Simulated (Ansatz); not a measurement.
# Quasi-harmonic thermodynamics of AlP (F-43m), part 2 of 3

Wanted: α(T), C_P(T) and B(T) of AlP in the quasi-harmonic approximation.

Measurements to reproduce:
- heat capacity C_P per formula unit 42 J/mol/K and bulk modulus 86 GPa near room temperature (given in “High-Throughput Prediction of Finite-Temperature Properties using the Quasi-Harmonic Approximation”, 2016, arXiv:1603.06924)

Ansatz 0.2.0; DFT LDA, scalar-relativistic, plane waves, PAW.

So far. Step 4 (Relaxing to small residual forces and stress): The residual pressure is -0.0010 GPa, small enough for phonons. Step 5 (A new level, relaxed again): The residual pressure is -0.0074 GPa, small enough for phonons. The relaxed cell has a = 5.434 Å (conventional setting).

The database entry behind the starting cell differs from later determinations by our own check (0.1 to 0.3 % short, probably kX units), so it need not match the best structure at ambient conditions.

## Step 6: The quasi-harmonic study, cutoff 550 eV, k-mesh 8×8×8

The study relaxes the crystal at several strains, solves the phonons on some of them and minimises the free energy at each temperature (static energy, vibrations, the electrons in a metal, and PV under a set pressure); the q-mesh sets how far the force constants reach.

input.yaml reads:

```yaml
crystal:
  lattice:
    - [0.0, 2.7169780647, 2.7169780647]
    - [2.7169780647, 0.0, 2.7169780647]
    - [2.7169780647, 2.7169780647, 0.0]
  atoms:
    - { symbol: Al, position: [0.0, 0.0, 0.0] }
    - { symbol: P, position: [0.25, 0.25, 0.25] }
kpoints:
  mp_grid: { grid: [8, 8, 8] }
hamiltonian:
  xc: lda
scf:
  occupations: { method: fixed }
output:
  eigenvalues: true
basis:
  ecutwfc: 550.0
phonons:
  method: dfpt
  qmesh: [4, 4, 4]
  temperatures: { t_max: 800.0, t_step: 50 }
  thermal_expansion: {}
```

Launch:

```sh
ansatz run input.yaml --threads 4 --pin off --max-ram 16384MiB --backend cpu --events-out ev --progress --plain --runs-dir out
```

Numbers of over 12 decimals in the logs are rounded to 6 here.

The log of the run:

```text
Warning: phonons: the dynamical matrix that this run interpolates holds no multipole term above the dipole-dipole one, and a site of this crystal is no centre of inversion, so its interpolated transverse optical and acoustic branches and sound speeds can stay off near Gamma, and the density of states and the thermodynamics with them. What a run solves at a wave vector of phonons.qpoints, Gamma apart, where the deck admits one, is free of this, and under fd what a larger phonons.supercell samples
[...]
Crystal: 2 atoms, lattice volume = 40.113 Å³
Basis set: ecut = 550 eV, 1211 PW (Γ), exchange–correlation on 60×60×60 points (8 copies of the dense FFT grid, shifted against one another)
Bands: 8, of which v1, the nominal top of the filled ones, is band 4 counted from 1 (3 counted from 0)
Symmetry: 24 space group operations
[...]
k-points: 29 of 512 (time reversal used)
[...]
SCF iter   1: F=—  HF=-1240.045060 eV  |F-HF|=—  |Δ(HF+E_count)|=         —  Δρ=4.31e-3  dr2=7.31e-3  ethr=1.77e-3  ⟨swp⟩=5.5  Hψ=1715  notcnv=0  defer=53
[...]
SCF iter   7: F=-1240.042698 eV  HF=-1240.042698 eV  |F-HF|=9.09e-12  |Δ(HF+E_count)|=  2.95e-10  Δρ=1.87e-7  dr2=1.12e-11  ethr=1.00e-12  ⟨swp⟩=11.0  Hψ=1955  notcnv=0
SCF 1 converged in 7 iterations: F = -1240.042698 eV  dr2 = 1.12e-11
[...]
relax step   1: F+E_penalty+E_count = -1240.04269824 eV  Δ(F+E_penalty+E_count) = +0.000e0 eV  max|allowed force component| = 1.943e-16 eV/Å  Δτ_max = 0.0000 Å  (7 SCF iters, accepted)
SCF converged after 7 iterations
Free energy (F): -1240.042698 eV
[...]
Internal energy: -1240.042698 eV  (E = F + TS)
E sigma→0 (E₀):  -1240.042698 eV
Fermi energy:    5.004161 eV
[...]
--- Stress (GPa, compression-positive) ---
       -0.007339      -0.000000      -0.000000
       -0.000000      -0.007339       0.000000
       -0.000000       0.000000      -0.007339
  P = ⅓ Tr σ = -0.0073 GPa (-0.073 kbar)
--- Band table (eV; the first three rows and the last of 29) ---
[...]
── thermal expansion: 3 new cells, 3 in all ──
thermal expansion: relaxation of cell 2
thermal expansion: relaxation of cell 3
── thermal expansion: 2 new cells, 5 in all ──
thermal expansion: relaxation of cell 4
thermal expansion: lower-state search of cell 4
thermal expansion: phonons of cell 4
thermal expansion: relaxation of cell 5
thermal expansion: phonons of cell 5
── thermal expansion: 5 new cells, 10 in all ──
thermal expansion: relaxation of cell 6
thermal expansion: relaxation of cell 7
thermal expansion: relaxation of cell 8
thermal expansion: relaxation of cell 9
thermal expansion: relaxation of cell 10
thermal expansion: phonons of cell 6
thermal expansion: phonons of cell 7
--- Relaxed structure (1 steps of the walk, 1 accepted, 0 SCFs on fresh bases) ---
  F+E_penalty+E_count = -1240.04269824 eV   max|allowed force component| = 1.943e-16 eV/Å
  atoms:
    - { symbol: Al, position: [0.0, 0.0, 0.0] }
    - { symbol: P, position: [0.250000, 0.250000, 0.250000] }
--- Thermal expansion: 10 cells in 3 rounds, 0 GPa ---
  no lower state was reached at cell 4
  without vibrations: a 3.84228, b 3.84228, c 3.84228 Å, V 40.1101 Å³, B 90.08 GPa
  at 0 K: a 3.84860, b 3.84860, c 3.84860 Å, V 40.3083 Å³, B 88.61 GPa
  zero-point expansion: a +0.164, b +0.164, c +0.164, V +0.494 %
      T/K        a/Å        b/Å        c/Å       V/Å³ | expansion of a, b, c, V (1e-6/K)   | that of V in the mean from 25 °C | C_P, C_V (J/mol K of the cell) | B_T, B_S (GPa)
     0.00    3.84860    3.84860    3.84860    40.3083 |    0.00    0.00    0.00    0.00 |    2.40 |     0.000     0.000 |    88.61    88.61
   100.00    3.84841    3.84841    3.84841    40.3023 |   -0.64   -0.64   -0.64   -1.91 |    4.35 |    16.913    16.912 |    88.42    88.43
   200.00    3.84861    3.84861    3.84861    40.3087 |    1.65    1.65    1.65    4.95 |    7.20 |    33.597    33.587 |    87.74    87.76
   298.15    3.84952    3.84952    3.84952    40.3372 |    3.00    3.00    3.00    8.99 |       - |    41.142    41.092 |    86.86    86.96
   350.00    3.85016    3.85016    3.85016    40.3573 |    3.41    3.41    3.41   10.23 |    9.65 |    43.295    43.218 |    86.36    86.52
   450.00    3.85159    3.85159    3.85159    40.4021 |    3.93    3.93    3.93   11.79 |   10.60 |    45.791    45.661 |    85.40    85.64
   550.00    3.85317    3.85317    3.85317    40.4518 |    4.25    4.25    4.25   12.76 |   11.29 |    47.177    46.993 |    84.42    84.76
   650.00    3.85485    3.85485    3.85485    40.5050 |    4.49    4.49    4.49   13.46 |   11.82 |    48.030    47.790 |    83.45    83.86
   750.00    3.85662    3.85662    3.85662    40.5607 |    4.67    4.67    4.67   14.00 |   12.26 |    48.598    48.302 |    82.47    82.97
   800.00    3.85753    3.85753    3.85753    40.5893 |    4.75    4.75    4.75   14.24 |   12.46 |    48.816    48.491 |    81.98    82.53
  the static fit leaves 0.001 meV an atom of the energies and, of the stresses, 0.000 GPa of each cell's largest along a strain (root mean squares over the cells), whose Pulay part it has at -0.009 GPa
  vibrations' free energy: its fit passes through its cells
  the electrons' free energy at temperature is not in it: every band gap is over 0.83 eV
  free energies summed between the sampled wave vectors
  estimated error of the fitted expansion in any direction: up to 0.014e-6/K, at 550 K, with few degrees of freedom (an estimate, not a bound: it was exceeded on models of known expansion)
  by sums over the sampled wave vectors an expansion of the volume parts by up to 0.70e-6/K
  by a static energy of one degree less an expansion of the volume parts by up to 0.00e-6/K
  band gaps on the cells' k-points are 1.360 to 1.479 eV
```

Run time: 2.6 min. Hardware: 4 threads of Intel Xeon Platinum 8488C (Sapphire Rapids), shared host; peak memory 0.94 GiB; 9.7 min of CPU time.

This step gave:

```yaml
pressure: -0.007339 GPa
volume_expansion_coefficient_at_298_k: 8.986 1e-6/K
c_p_at_298_k: 20.57 J/mol-atom/K
entropy_at_298_k: 21.09 J/mol-atom/K
isothermal_bulk_modulus_at_298_k: 86.86 GPa
grueneisen_parameter_at_298_k: 0.4614
volume_at_298_k: 20.17 Å³/atom
principal_linear_expansion_coefficients_at_298_k: 2.995, 2.995, 2.995 1e-6/K
```

Strained cells of the study; zero-point energy where phonons were solved; the pressures are stresses at a fixed cutoff and can carry an offset from the finite basis. Expansion cells, by row:

| cell | \|a\| (Å) | \|b\| (Å) | \|c\| (Å) | V (Å³/atom) | E - E_lowest (meV/atom) | pressure, compression positive (GPa) | gap (eV) | zero-point energy (meV/atom) |
| --- | --- | --- | --- | --- | --- | --- | --- | --- |
| 1 | 3.842 | 3.842 | 3.842 | 20.06 | 0 | -0.017 | 1.42 | - |
| 2 | 3.873 | 3.873 | 3.873 | 20.54 | 3.187 | -2.065 | 1.465 | - |
| 3 | 3.812 | 3.812 | 3.812 | 19.58 | 3.255 | 2.244 | 1.372 | - |
| 4 | 3.843 | 3.843 | 3.843 | 20.06 | 0 | -0.028 | 1.42 | 56.38 |
| 5 | 3.862 | 3.862 | 3.862 | 20.36 | 1.283 | -1.333 | 1.448 | 55.56 |
| 6 | 3.852 | 3.852 | 3.852 | 20.2 | 0.291 | -0.647 | 1.433 | 56 |
| 7 | 3.869 | 3.869 | 3.869 | 20.48 | 2.486 | -1.833 | 1.46 | 55.23 |
| 8 | 3.804 | 3.804 | 3.804 | 19.47 | 5.087 | 2.836 | 1.36 | - |
| 9 | 3.823 | 3.823 | 3.823 | 19.76 | 1.241 | 1.361 | 1.391 | - |
| 10 | 3.883 | 3.883 | 3.883 | 20.7 | 5.515 | -2.677 | 1.479 | - |

Quasi-harmonic; a, b, c are the run's own cell vectors. Expansion, by row:

| T (K) | a (Å) | b (Å) | c (Å) | alpha (deg) | beta (deg) | gamma (deg) | cell volume (Å³/cell) | alpha_a (1e-6/K) | alpha_b (1e-6/K) | alpha_c (1e-6/K) | alpha_V (1e-6/K) | C_P (J/mol-atom/K) | C_V (J/mol-atom/K) | S (J/mol-atom/K) | B_T (GPa) | B_S (GPa) | Grueneisen | extrapolation | fit error (1e-6/K) |
| --- | --- | --- | --- | --- | --- | --- | --- | --- | --- | --- | --- | --- | --- | --- | --- | --- | --- | --- | --- |
| 0 | 3.849 | 3.849 | 3.849 | 60 | 60 | 60 | 40.31 | 0 | 0 | 0 | 0 | 0 | 0 | 0 | 88.61 | 88.61 | - | 0 | 0 |
| 50 | 3.849 | 3.849 | 3.849 | 60 | 60 | 60 | 40.31 | -0.63 | -0.63 | -0.63 | -1.9 | 2.93 | 2.93 | 1.105 | 88.58 | 88.59 | -0.699 | 0 | 0 |
| 100 | 3.848 | 3.848 | 3.848 | 60 | 60 | 60 | 40.3 | -0.64 | -0.64 | -0.64 | -1.91 | 8.456 | 8.456 | 4.856 | 88.42 | 88.43 | -0.242 | 0 | 0 |
| 150 | 3.848 | 3.848 | 3.848 | 60 | 60 | 60 | 40.3 | 0.54 | 0.54 | 0.54 | 1.61 | 13.31 | 13.31 | 9.241 | 88.13 | 88.13 | 0.13 | 0 | 0 |
| 200 | 3.849 | 3.849 | 3.849 | 60 | 60 | 60 | 40.31 | 1.65 | 1.65 | 1.65 | 4.95 | 16.8 | 16.79 | 13.58 | 87.74 | 87.76 | 0.314 | 0 | 0 |
| 250 | 3.849 | 3.849 | 3.849 | 60 | 60 | 60 | 40.32 | 2.45 | 2.45 | 2.45 | 7.36 | 19.1 | 19.09 | 17.59 | 87.3 | 87.36 | 0.409 | 0 | 0.01 |
| 298.1 | 3.85 | 3.85 | 3.85 | 60 | 60 | 60 | 40.34 | 3 | 3 | 3 | 8.99 | 20.57 | 20.55 | 21.09 | 86.86 | 86.96 | 0.461 | 0 | 0.01 |
| 300 | 3.85 | 3.85 | 3.85 | 60 | 60 | 60 | 40.34 | 3.01 | 3.01 | 3.01 | 9.04 | 20.62 | 20.59 | 21.22 | 86.84 | 86.95 | 0.463 | 0 | 0.01 |
| 350 | 3.85 | 3.85 | 3.85 | 60 | 60 | 60 | 40.36 | 3.41 | 3.41 | 3.41 | 10.23 | 21.65 | 21.61 | 24.48 | 86.36 | 86.52 | 0.497 | 0 | 0.01 |
| 400 | 3.851 | 3.851 | 3.851 | 60 | 60 | 60 | 40.38 | 3.7 | 3.7 | 3.7 | 11.11 | 22.37 | 22.32 | 27.42 | 85.88 | 86.08 | 0.52 | 0 | 0.01 |
| 450 | 3.852 | 3.852 | 3.852 | 60 | 60 | 60 | 40.4 | 3.93 | 3.93 | 3.93 | 11.79 | 22.9 | 22.83 | 30.09 | 85.4 | 85.64 | 0.536 | 0 | 0.01 |
| 500 | 3.852 | 3.852 | 3.852 | 60 | 60 | 60 | 40.43 | 4.11 | 4.11 | 4.11 | 12.32 | 23.29 | 23.21 | 32.52 | 84.91 | 85.2 | 0.549 | 0 | 0.01 |
| 550 | 3.853 | 3.853 | 3.853 | 60 | 60 | 60 | 40.45 | 4.25 | 4.25 | 4.25 | 12.76 | 23.59 | 23.5 | 34.76 | 84.42 | 84.76 | 0.559 | 0 | 0.01 |
| 600 | 3.854 | 3.854 | 3.854 | 60 | 60 | 60 | 40.48 | 4.38 | 4.38 | 4.38 | 13.14 | 23.82 | 23.72 | 36.82 | 83.94 | 84.31 | 0.567 | 0 | 0.01 |
| 650 | 3.855 | 3.855 | 3.855 | 60 | 60 | 60 | 40.51 | 4.49 | 4.49 | 4.49 | 13.46 | 24.02 | 23.89 | 38.73 | 83.45 | 83.86 | 0.573 | 0 | 0.01 |
| 700 | 3.856 | 3.856 | 3.856 | 60 | 60 | 60 | 40.53 | 4.58 | 4.58 | 4.58 | 13.74 | 24.17 | 24.04 | 40.52 | 82.96 | 83.42 | 0.579 | 0 | 0.01 |
| 750 | 3.857 | 3.857 | 3.857 | 60 | 60 | 60 | 40.56 | 4.67 | 4.67 | 4.67 | 14 | 24.3 | 24.15 | 42.19 | 82.47 | 82.97 | 0.584 | 0 | 0.01 |
| 800 | 3.858 | 3.858 | 3.858 | 60 | 60 | 60 | 40.59 | 4.75 | 4.75 | 4.75 | 14.24 | 24.41 | 24.25 | 43.76 | 81.98 | 82.53 | 0.588 | 0 | 0.01 |

The expansion coefficient by temperature; values in 1e-6/K:

| temperature (K) | volume | principal 1 |
| --- | --- | --- |
| 0 | 0 | 0 |
| 50 | -1.9 | -0.63 |
| 100 | -1.91 | -0.64 |
| 150 | 1.61 | 0.54 |
| 200 | 4.95 | 1.65 |
| 250 | 7.36 | 2.45 |
| 298 | 8.99 | 3 |
| 300 | 9.04 | 3.01 |
| 350 | 10.2 | 3.41 |
| 400 | 11.1 | 3.7 |
| 450 | 11.8 | 3.93 |
| 500 | 12.3 | 4.11 |
| 550 | 12.8 | 4.25 |
| 600 | 13.1 | 4.38 |
| 650 | 13.5 | 4.49 |
| 700 | 13.7 | 4.58 |
| 750 | 14 | 4.67 |
| 800 | 14.2 | 4.75 |

At 298 K the volume expansion is 8.99 × 10⁻⁶/K and B_T is 86.9 GPa.

## Step 7: Phonons on strained cells, cutoff 487.2 eV, k-mesh 12×12×12

Thermal expansion follows from how the free energy of the vibrations (and of the electrons in a metal) changes with strain, so the program makes strained cells, their phonons and a fit in one run.

Changes to input.yaml since step 6:

```diff
@@ -9,3 +9,3 @@
 kpoints:
-  mp_grid: { grid: [8, 8, 8] }
+  mp_grid: { grid: [12, 12, 12] }
 hamiltonian:
@@ -16,4 +16,2 @@
   eigenvalues: true
-basis:
-  ecutwfc: 550.0
 phonons:
```

The mesh is denser.

The log of the run:

```text
[...]
Crystal: 2 atoms, lattice volume = 40.113 Å³
Basis set: ecut = 487.2 eV, 941 PW (Γ), exchange–correlation on 60×60×60 points (8 copies of the dense FFT grid, shifted against one another)
Bands: 8, of which v1, the nominal top of the filled ones, is band 4 counted from 1 (3 counted from 0)
Symmetry: 24 space group operations
[...]
k-points: 72 of 1728 (time reversal used)
[...]
SCF iter   1: F=—  HF=-1240.045719 eV  |F-HF|=—  |Δ(HF+E_count)|=         —  Δρ=4.33e-3  dr2=7.47e-3  ethr=1.77e-3  ⟨swp⟩=5.4  Hψ=4244  notcnv=0  defer=132
[...]
SCF iter   7: F=-1240.043381 eV  HF=-1240.043381 eV  |F-HF|=5.00e-12  |Δ(HF+E_count)|=  1.86e-10  Δρ=1.20e-7  dr2=7.23e-12  ethr=1.00e-12  ⟨swp⟩=10.8  Hψ=4656  notcnv=0
SCF 1 converged in 7 iterations: F = -1240.043381 eV  dr2 = 7.23e-12
[...]
relax step   1: F+E_penalty+E_count = -1240.04338147 eV  Δ(F+E_penalty+E_count) = +0.000e0 eV  max|allowed force component| = 1.943e-16 eV/Å  Δτ_max = 0.0000 Å  (7 SCF iters, accepted)
SCF converged after 7 iterations
Free energy (F): -1240.043381 eV
[...]
Internal energy: -1240.043381 eV  (E = F + TS)
E sigma→0 (E₀):  -1240.043381 eV
Fermi energy:    5.003311 eV
[...]
--- Stress (GPa, compression-positive) ---
       -0.011036      -0.000000       0.000000
       -0.000000      -0.011036       0.000000
       -0.000000       0.000000      -0.011036
  P = ⅓ Tr σ = -0.0110 GPa (-0.110 kbar)
--- Band table (eV; the first three rows and the last of 72) ---
[...]
── thermal expansion: 3 new cells, 3 in all ──
thermal expansion: relaxation of cell 2
thermal expansion: relaxation of cell 3
── thermal expansion: 2 new cells, 5 in all ──
thermal expansion: relaxation of cell 4
thermal expansion: lower-state search of cell 4
thermal expansion: phonons of cell 4
thermal expansion: relaxation of cell 5
thermal expansion: phonons of cell 5
── thermal expansion: 5 new cells, 10 in all ──
thermal expansion: relaxation of cell 6
thermal expansion: relaxation of cell 7
thermal expansion: relaxation of cell 8
thermal expansion: relaxation of cell 9
thermal expansion: relaxation of cell 10
thermal expansion: phonons of cell 6
thermal expansion: phonons of cell 7
--- Relaxed structure (1 steps of the walk, 1 accepted, 0 SCFs on fresh bases) ---
  F+E_penalty+E_count = -1240.04338147 eV   max|allowed force component| = 1.943e-16 eV/Å
  atoms:
    - { symbol: Al, position: [0.0, 0.0, 0.0] }
    - { symbol: P, position: [0.250000, 0.250000, 0.250000] }
--- Thermal expansion: 10 cells in 3 rounds, 0 GPa ---
  no lower state was reached at cell 4
  without vibrations: a 3.84223, b 3.84223, c 3.84223 Å, V 40.1084 Å³, B 90.04 GPa
  at 0 K: a 3.84855, b 3.84855, c 3.84855 Å, V 40.3067 Å³, B 88.58 GPa
  zero-point expansion: a +0.165, b +0.165, c +0.165, V +0.494 %
[...]
0.00    3.84855    3.84855    3.84855    40.3067 |    0.00    0.00    0.00    0.00 |    2.40 |     0.000     0.000 |    88.58    88.58
   100.00    3.84836    3.84836    3.84836    40.3007 |   -0.64   -0.64   -0.64   -1.91 |    4.36 |    16.917    16.916 |    88.39    88.40
   200.00    3.84856    3.84856    3.84856    40.3070 |    1.65    1.65    1.65    4.95 |    7.20 |    33.599    33.588 |    87.71    87.73
   298.15    3.84947    3.84947    3.84947    40.3355 |    3.00    3.00    3.00    8.99 |       - |    41.143    41.092 |    86.83    86.93
   350.00    3.85011    3.85011    3.85011    40.3557 |    3.41    3.41    3.41   10.24 |    9.65 |    43.296    43.219 |    86.34    86.49
   450.00    3.85153    3.85153    3.85153    40.4005 |    3.93    3.93    3.93   11.79 |   10.60 |    45.792    45.662 |    85.37    85.61
   550.00    3.85312    3.85312    3.85312    40.4502 |    4.26    4.26    4.26   12.77 |   11.29 |    47.178    46.993 |    84.40    84.73
   650.00    3.85480    3.85480    3.85480    40.5034 |    4.49    4.49    4.49   13.46 |   11.83 |    48.030    47.790 |    83.42    83.84
   750.00    3.85657    3.85657    3.85657    40.5591 |    4.67    4.67    4.67   14.01 |   12.27 |    48.598    48.302 |    82.44    82.95
   800.00    3.85748    3.85748    3.85748    40.5878 |    4.75    4.75    4.75   14.25 |   12.46 |    48.816    48.491 |    81.96    82.51
[...]
vibrations' free energy: its fit passes through its cells
  the electrons' free energy at temperature is not in it: every band gap is over 0.83 eV
  free energies summed between the sampled wave vectors
[...]
band gaps on the cells' k-points are 1.361 to 1.479 eV
```

The job ended after 6.7 min (4 threads; peak memory 1.9 GiB).

Numbers from this step:

```yaml
pressure: -0.01104 GPa
volume_expansion_coefficient_at_298_k: 8.990 1e-6/K
entropy_at_298_k: 21.10 J/mol-atom/K
isothermal_bulk_modulus_at_298_k: 86.83 GPa
principal_linear_expansion_coefficients_at_298_k: 2.997, 2.997, 2.997 1e-6/K
```

Strained cells of the study; zero-point energy where phonons were solved; the pressures are stresses at a fixed cutoff and can carry an offset from the finite basis. Expansion cells, by row:

| cell | \|a\| (Å) | \|b\| (Å) | \|c\| (Å) | V (Å³/atom) | E - E_lowest (meV/atom) | pressure, compression positive (GPa) | gap (eV) | zero-point energy (meV/atom) |
| --- | --- | --- | --- | --- | --- | --- | --- | --- |
| 1 | 3.842 | 3.842 | 3.842 | 20.06 | 0 | -0.019 | 1.42 | - |
| 2 | 3.873 | 3.873 | 3.873 | 20.54 | 3.198 | -2.067 | 1.466 | - |
| 3 | 3.812 | 3.812 | 3.812 | 19.58 | 3.241 | 2.24 | 1.373 | - |
| 4 | 3.842 | 3.842 | 3.842 | 20.06 | 0 | -0.027 | 1.421 | 56.38 |
| 5 | 3.862 | 3.862 | 3.862 | 20.36 | 1.282 | -1.332 | 1.449 | 55.55 |
| 6 | 3.851 | 3.851 | 3.851 | 20.2 | 0.29 | -0.646 | 1.434 | 55.99 |
| 7 | 3.869 | 3.869 | 3.869 | 20.48 | 2.483 | -1.831 | 1.46 | 55.22 |
| 8 | 3.804 | 3.804 | 3.804 | 19.47 | 5.083 | 2.836 | 1.361 | - |
| 9 | 3.823 | 3.823 | 3.823 | 19.76 | 1.24 | 1.362 | 1.391 | - |
| 10 | 3.883 | 3.883 | 3.883 | 20.7 | 5.51 | -2.675 | 1.479 | - |

Quasi-harmonic; a, b, c are the run's own cell vectors. Expansion, by row:

| T (K) | a (Å) | b (Å) | c (Å) | alpha (deg) | beta (deg) | gamma (deg) | cell volume (Å³/cell) | alpha_a (1e-6/K) | alpha_b (1e-6/K) | alpha_c (1e-6/K) | alpha_V (1e-6/K) | C_P (J/mol-atom/K) | C_V (J/mol-atom/K) | S (J/mol-atom/K) | B_T (GPa) | B_S (GPa) | Grueneisen | extrapolation | fit error (1e-6/K) |
| --- | --- | --- | --- | --- | --- | --- | --- | --- | --- | --- | --- | --- | --- | --- | --- | --- | --- | --- | --- |
| 0 | 3.849 | 3.849 | 3.849 | 60 | 60 | 60 | 40.31 | 0 | 0 | 0 | 0 | 0 | 0 | 0 | 88.58 | 88.58 | - | 0 | 0 |
| 50 | 3.849 | 3.849 | 3.849 | 60 | 60 | 60 | 40.31 | -0.63 | -0.63 | -0.63 | -1.9 | 2.932 | 2.931 | 1.106 | 88.55 | 88.56 | -0.697 | 0 | 0 |
| 100 | 3.848 | 3.848 | 3.848 | 60 | 60 | 60 | 40.3 | -0.64 | -0.64 | -0.64 | -1.91 | 8.458 | 8.458 | 4.858 | 88.39 | 88.4 | -0.242 | 0 | 0 |
| 150 | 3.848 | 3.848 | 3.848 | 60 | 60 | 60 | 40.3 | 0.54 | 0.54 | 0.54 | 1.62 | 13.31 | 13.31 | 9.243 | 88.09 | 88.1 | 0.13 | 0 | 0 |
| 200 | 3.849 | 3.849 | 3.849 | 60 | 60 | 60 | 40.31 | 1.65 | 1.65 | 1.65 | 4.95 | 16.8 | 16.79 | 13.58 | 87.71 | 87.73 | 0.314 | 0 | 0 |
| 250 | 3.849 | 3.849 | 3.849 | 60 | 60 | 60 | 40.32 | 2.45 | 2.45 | 2.45 | 7.36 | 19.1 | 19.09 | 17.6 | 87.27 | 87.33 | 0.409 | 0 | 0.01 |
| 298.1 | 3.849 | 3.849 | 3.849 | 60 | 60 | 60 | 40.34 | 3 | 3 | 3 | 8.99 | 20.57 | 20.55 | 21.1 | 86.83 | 86.93 | 0.461 | 0 | 0.01 |
| 300 | 3.849 | 3.849 | 3.849 | 60 | 60 | 60 | 40.34 | 3.01 | 3.01 | 3.01 | 9.04 | 20.62 | 20.59 | 21.22 | 86.81 | 86.92 | 0.463 | 0 | 0.01 |
| 350 | 3.85 | 3.85 | 3.85 | 60 | 60 | 60 | 40.36 | 3.41 | 3.41 | 3.41 | 10.24 | 21.65 | 21.61 | 24.48 | 86.34 | 86.49 | 0.497 | 0 | 0.01 |
| 400 | 3.851 | 3.851 | 3.851 | 60 | 60 | 60 | 40.38 | 3.71 | 3.71 | 3.71 | 11.12 | 22.37 | 22.32 | 27.42 | 85.86 | 86.05 | 0.52 | 0 | 0.01 |
| 450 | 3.852 | 3.852 | 3.852 | 60 | 60 | 60 | 40.4 | 3.93 | 3.93 | 3.93 | 11.79 | 22.9 | 22.83 | 30.09 | 85.37 | 85.61 | 0.537 | 0 | 0.01 |
| 500 | 3.852 | 3.852 | 3.852 | 60 | 60 | 60 | 40.42 | 4.11 | 4.11 | 4.11 | 12.33 | 23.29 | 23.21 | 32.52 | 84.88 | 85.17 | 0.549 | 0 | 0.01 |
| 550 | 3.853 | 3.853 | 3.853 | 60 | 60 | 60 | 40.45 | 4.26 | 4.26 | 4.26 | 12.77 | 23.59 | 23.5 | 34.76 | 84.4 | 84.73 | 0.559 | 0 | 0.01 |
| 600 | 3.854 | 3.854 | 3.854 | 60 | 60 | 60 | 40.48 | 4.38 | 4.38 | 4.38 | 13.14 | 23.82 | 23.72 | 36.82 | 83.91 | 84.28 | 0.567 | 0 | 0.01 |
| 650 | 3.855 | 3.855 | 3.855 | 60 | 60 | 60 | 40.5 | 4.49 | 4.49 | 4.49 | 13.46 | 24.02 | 23.89 | 38.74 | 83.42 | 83.84 | 0.573 | 0 | 0.01 |
| 700 | 3.856 | 3.856 | 3.856 | 60 | 60 | 60 | 40.53 | 4.58 | 4.58 | 4.58 | 13.75 | 24.17 | 24.04 | 40.52 | 82.93 | 83.39 | 0.579 | 0 | 0.01 |
| 750 | 3.857 | 3.857 | 3.857 | 60 | 60 | 60 | 40.56 | 4.67 | 4.67 | 4.67 | 14.01 | 24.3 | 24.15 | 42.19 | 82.44 | 82.95 | 0.584 | 0 | 0.01 |
| 800 | 3.857 | 3.857 | 3.857 | 60 | 60 | 60 | 40.59 | 4.75 | 4.75 | 4.75 | 14.25 | 24.41 | 24.25 | 43.77 | 81.96 | 82.51 | 0.589 | 0 | 0.01 |

(Continued in part 3 of 3.)

[Logs are printed without paths, hosts, clocks, repeated set-up lines and the standing remarks that a program may print on its own settings, such as how far it seeks lower states.]

[Hosts, paths, dates, database ids (printed as entryN), source tags and the programs' standing remarks are cut or masked in the printed files.]

[A step with changed settings may run another functional than the one named; its input shows which.]
